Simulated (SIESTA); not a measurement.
Au in SIESTA: convergence with EnergyShift

Au:

```
CELL_PARAMETERS angstrom
0.05952 2.03278 2.02390
2.06284 0.03015 2.05328
2.07413 2.07344 0.01886
ATOMIC_POSITIONS crystal
Au 0.99810 0.99583 0.01853
```

The cell isn't the ideal one: cell strained at random at fixed volume.

* Program: SIESTA 5.4.2
* Task: single point
* Functional: LDA
* Potentials or basis: PseudoDojo 0.4 standard (LDA files)
* Basis: DZP (energy shift 0.05 Ry; two zetas on semicore shells)
* Grid cutoff: 800 Ry
* Energy shift: 0.05 Ry
* k mesh: 8 × 8 × 8
* Occupations: fermi-dirac, width 0.05 eV
* Spin: no spin polarisation

These are the settings of the first run; the series varies EnergyShift, with any setting tied to it.

Hardware: 1 thread of Intel(R) Xeon(R) 6975P-C (Granite Rapids), with other jobs on the host.

```tsv
EnergyShift	energy less the tightest run, at zero smearing (meV/atom)	pressure (GPa)	SCF cycles	CPU time (s)	peak memory (GiB)
0.05	5314.57	-54.53	8	3.8	0.18
0.03	2645.92	-23.99	8	4.7	0.18
0.02	1571.88	-13.67	7	4.8	0.19
0.01	674.87	-2.89	9	6.7	0.2
0.005	283.48	-0.62	9	8.6	0.21
0.003	137.08	-0.25	9	9.9	0.21
0.002	64.17	-0.11	9	11	0.22
0.001	0.00	0.29	9	15	0.23
```

Not settled before the last step: the energy (to 1 meV/atom), the pressure (to 0.1 GPa). The tightest run that finished is the yardstick and may itself not be fully converged.

Caveat, for the tightest run too: short orbitals over semicore shells can move pressures by several GPa; the basis of atomic orbitals isn't converged, which shifts pressures, moduli and gaps. The run has no spin-orbit coupling, so splittings on Au are missing.
